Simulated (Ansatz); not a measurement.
# PtSe2: the cost of one run

Computed with Ansatz 0.2.0 (DFT PBE+D3(BJ), scalar-relativistic, plane waves, PAW, unless a step's input says otherwise).

The COD entry's cell or inner coordinates are ideal or old and differ from later refinements, so a difference from it is no clean test against experiment.

28 further runs of the same task are left out: 28 set aside as unsound or not needed. Runs told in other sessions of the task aren't counted.

### Step 1. The system as given

The structure is monoclinic, space group C2/m (No. 12). Conventional cell: a = 6.421 Å, b = 3.707 Å, c = 22.798 Å, α = 90.00°, β = 90.00°, γ = 90.00°. Se (site symmetry m) is surrounded by 3 Pt at 2.52 Å. Pt (site symmetry m) has 6 Se at 2.52 Å in its first shell of neighbours.

Coordinates:

```cif
data_structure
_symmetry_space_group_name_H-M 'P 1'
_symmetry_Int_Tables_number 1
_cell_length_a 3.7070
_cell_length_b 3.7070
_cell_length_c 22.7982
_cell_angle_alpha 90.000
_cell_angle_beta 90.000
_cell_angle_gamma 120.000
_cell_volume 271.32
loop_
_atom_site_label
_atom_site_type_symbol
_atom_site_fract_x
_atom_site_fract_y
_atom_site_fract_z
_atom_site_occupancy
Se1 Se 0.66667 0.33333 0.19738 1
Pt1 Pt 0.00000 0.00000 0.25548 1
Se2 Se 0.33333 0.66667 0.31358 1
Se3 Se 0.11111 0.88889 0.43684 1
Pt2 Pt 0.44444 0.55556 0.49494 1
Se4 Se 0.77778 0.22222 0.55303 1
```

This is the geometry of the first run shown, built on a cell relaxed beforehand with the same method.

### Step 2. What is varied

Atoms count from 1 in the order of the input.

The upper layer of a bilayer is slid along a line and lifted, both layers rigid.

- slide of the upper layer along the long diagonal of the hexagonal surface cell, from Se4 above Se3: 9 values from 0.00 to 5.71 Å, periodic
- distance between the facing planes of atoms: 6 values from 2.81 to 4.61 Å

Nothing else is relaxed. Energies count from the two layers apart. Points are written as (first, second).

### Step 3. Grid point (4.99 Å, 2.81 Å)

The cell repeats along c, and a dipole correction in the vacuum removes the field between the copies.

The input, input.yaml:

```yaml
crystal:
  lattice:
    - [3.7070357926, 0.0, 0.0]
    - [-1.8535178963, 3.2103871691, 0.0]
    - [0.0, 0.0, 22.7981614598]
  atoms:
    - { symbol: Se, position: [0.6666666667, 0.3333333333, 0.1973843377] }
    - { symbol: Pt, position: [0.0, 0.0, 0.2554828983] }
    - { symbol: Se, position: [0.3333333333, 0.6666666667, 0.3135814589] }
    - { symbol: Se, position: [1.1111111111, -0.1111111111, 0.4368370119] }
    - { symbol: Pt, position: [0.4444444444, -0.4444444444, 0.4949355725] }
    - { symbol: Se, position: [0.7777777778, 0.2222222222, 0.5530341331] }
basis:
  ecutwfc: 420
kpoints:
  mp_grid: { grid: [9, 9, 1] }
hamiltonian:
  xc: pbe
  pseudopotentials: { kind: paw, azcp: { folder: soft_1 } }
  dispersion: d3bj
scf:
  occupations: { method: gaussian, width: 0.05 }
output:
  forces: true
  eigenvalues: true
efield:
  axis: 3
  dipole_correction: true
  ramp_width: 0.04
```

On the command line:

```console
> ansatz run input.yaml --threads 2 --pin off --max-ram 6144MiB --backend cpu --events-out ev --progress --plain --runs-dir out
```

**Question.** How long does this run take on 2 threads of Intel Xeon 6975P-C (Granite Rapids), shared host, and how much memory does it need?

About 13 s, with a peak of 0.7 GiB.
